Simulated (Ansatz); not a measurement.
Values for one crystal, relaxed and computed with the program Ansatz at the LDA level (PAW); other levels are named.

| Item | Result |
|---|---|
| Volume per atom | 14.94 Å³ |
| Band gap | 5.63 eV (direct) |
| Poisson's ratio | 0.05 |
| Debye temperature from the elastic constants | 473 K |
| Highest zone-centre frequency (without LO–TO term) | 1206 cm^-1 |
| Electronic dielectric constant ε∞ (DFPT) | 2.23 (xx), 2.23 (yy), 2.22 (zz) |
| Electron effective mass | 0.56 mₑ (isotropic) |

Problem. Pick the material that matches.
A) CsBr, CsCl type
B) CdTe, zinc blende
C) Si3N4, P6_3/m (Si on 6h, N on 2c, N on 6h)
D) SiO2, Ama2 (Si on 8c, O on 4a, O on 8c, O on 4b)

Solution. D, SiO2, Ama2 (Si on 8c, O on 4a, O on 8c, O on 4b)

The workflow started from a Materials Project entry (that database holds measured and hypothetical structures alike); the Crystallography Open Database copy checked does not list it. It is not the phase usual at ambient conditions (space group No. 92, 152, 154). The LDA relaxation kept the symmetry of its start; phonons on a q-mesh show no instability.

Potentials: the later of the program's two PAW sets.
